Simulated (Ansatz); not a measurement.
Runs of Ansatz 0.2.0 on Ag. The structure is cubic, space group Fm-3m (No. 225). Conventional cell: a = 4.085 Å, b = 4.085 Å, c = 4.085 Å, α = 90.00°, β = 90.00°, γ = 90.00°. Around Ag (site symmetry m-3m) lie 12 Ag at 2.89 Å. 

| task | potentials or basis | spin | cell | k mesh | cutoff (eV) | basis error allowed | pressure (GPa) |
| --- | --- | --- | --- | --- | --- | --- | --- |
| band structure | all-electron LAPW, scalar-relativistic | off | as given | 8 × 8 × 8 | 240 | 0.001 eV/atom | -2.0 |
| relaxation of cell and atoms | all-electron LAPW, scalar-relativistic | off | relaxed | 11 × 11 × 11 | - | 0.001 eV/atom | 0.0 |
| relaxation of cell and atoms | all-electron LAPW, scalar-relativistic | off | relaxed to 30 GPa | 11 × 11 × 11 | - | 0.001 eV/atom | 30.0 |
| band structure | all-electron LAPW, non-relativistic | off | as given | 11 × 11 × 11 | 241 | 0.001 eV/atom | (a) |
| band structure | all-electron PAW datasets made for the crystal | off | as given | 11 × 11 × 11 | 260 | - | -2.9 |
| relaxation of cell and atoms | all-electron LAPW, scalar-relativistic | off | relaxed to 20 GPa | 11 × 11 × 11 | - | 0.001 eV/atom | 20.0 |
| band structure | all-electron LAPW, scalar-relativistic | off | as given | 11 × 11 × 11 | 240 | 0.001 eV/atom | -2.9 |
| band structure | all-electron LAPW, relativistic spinors | SOC, no magnetisation | as given | 8 × 8 × 8 | 240 | 0.001 eV/atom | -2.2 |

Alike in all rows: level PBEsol; smearing fermi-dirac 0.05 eV.

Q: Fill in the values left out.

A: (a) 4.5.

Caveats: the k mesh is thin for a metal, which can move the energy by tens of meV per atom (some runs); relativity is left out, which matters for the heavier elements (some runs).

The runs don't all hold the same shells in valence.
